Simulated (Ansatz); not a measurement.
# CaO, space group Fm-3m: a scan of the energy under strain

Computed with the Python package of Ansatz (0.2.0).

Run as a notebook:

**Cell 1**
```python
import warnings

import ansatz as az
import numpy as np

FILLING = "gaussian"
SIGMA = 0.05
ECUT = 520
MESH = (8, 8, 8)

VECTORS = np.array([
    [0.0, 2.4065, 2.4065],
    [2.4065, 0.0, 2.4065],
    [2.4065, 2.4065, 0.0],
])
SITES = [
    ("Ca", [0.0, 0.0, 0.0]),
    ("O", [0.5, 0.5, 0.5]),
]
```

**Cell 2**
```python
def build(cell):
    crystal = az.Crystal(lattice=az.Lattice.of(cell))
    for symbol, position in SITES:
        crystal = crystal.atom(symbol, position)
    return crystal
```

**Cell 3**
```python
warnings.simplefilter("ignore", az.DeckWarning)
```

**Cell 4**
```python
values = np.linspace(-0.01, 0.01, 7)
energies = []
for d in values:
    strain = np.diag([d, d, 0])
    cell = VECTORS @ (np.eye(3) + strain)
    model = (
        build(cell).calculation()
        .functional(az.Functional.PBESOL)
        .occupations(FILLING, width=SIGMA)
        .basis(ECUT)
        .kpoints(*MESH)
        .stress()
    )
    rep = model.run(threads=1, pin="off").report
    energies.append(rep["free_energy_ev"] / len(SITES))
    s = rep["stress_gpa"]
    print(f"d = {d:+.4f}  stress xx yy zz xy (GPa, compression positive): {s[0][0]:8.3f} {s[1][1]:8.3f} {s[2][2]:8.3f} {s[0][1]:8.3f}")
energies = np.array(energies)
```
Output:
```text
d = -0.0100  stress xx yy zz xy (GPa, compression positive):   -0.417   -0.417   -2.003    0.000
d = -0.0067  stress xx yy zz xy (GPa, compression positive):   -1.356   -1.356   -2.377    0.000
d = -0.0033  stress xx yy zz xy (GPa, compression positive):   -2.252   -2.252   -2.745    0.000
d = +0.0000  stress xx yy zz xy (GPa, compression positive):   -3.108   -3.108   -3.108    0.000
d = +0.0033  stress xx yy zz xy (GPa, compression positive):   -3.924   -3.924   -3.466    0.000
d = +0.0067  stress xx yy zz xy (GPa, compression positive):   -4.702   -4.702   -3.818    0.000
d = +0.0100  stress xx yy zz xy (GPa, compression positive):   -5.443   -5.443   -4.165    0.000
```

**Cell 5**
```python
for value, e in zip(values, energies):
    print(f"strain {value:7.3f}   E - Emin = {1000 * (e - energies.min()):9.3f} meV/atom")
np.savetxt("strain.csv", np.column_stack([values, energies]), fmt="%.6f", delimiter=",", header="strain,energy_eV_per_atom")
curvature = 2 * np.polyfit(values, energies, 3)[1]
volume = abs(np.linalg.det(VECTORS)) / len(SITES)
print(f"d2E/dd2 over the volume: {curvature / volume * 160.21766:.1f} GPa")
```
Output:
```text
strain  -0.010   E - Emin =     0.000 meV/atom
strain  -0.007   E - Emin =     0.512 meV/atom
strain  -0.003   E - Emin =     1.555 meV/atom
strain   0.000   E - Emin =     3.109 meV/atom
strain   0.003   E - Emin =     5.154 meV/atom
strain   0.007   E - Emin =     7.669 meV/atom
strain   0.010   E - Emin =    10.637 meV/atom
d2E/dd2 over the volume: 508.0 GPa
```

File `strain.csv` afterwards:
```csv
# strain,energy_eV_per_atom
-0.010000,-1179.054493
-0.006667,-1179.053981
-0.003333,-1179.052938
0.000000,-1179.051384
0.003333,-1179.049339
0.006667,-1179.046824
0.010000,-1179.043856
```

Against the unstrained cell the energy per atom changes by -3.11 meV at one end of the scan and +7.53 meV at the other, and its second derivative over the volume is 508.0 GPa. The lowest row is an end of the scan, as the cell stands under stress.

Absolute energies stand on the zero of these potentials, so only differences at equal settings mean something. The curvature belongs to this strain pattern and to the cell's stress; it equals a single elastic constant only for simple patterns. The structure is a deposited one; some such entries were measured under pressure or heat, so a shift against it needn't be the functional's error alone. The ions keep their fractional positions (clamped ions). Wall time of the script: 8 s on 1 thread of Arm Neoverse V2, on a shared host, peak memory 0.36 GiB.
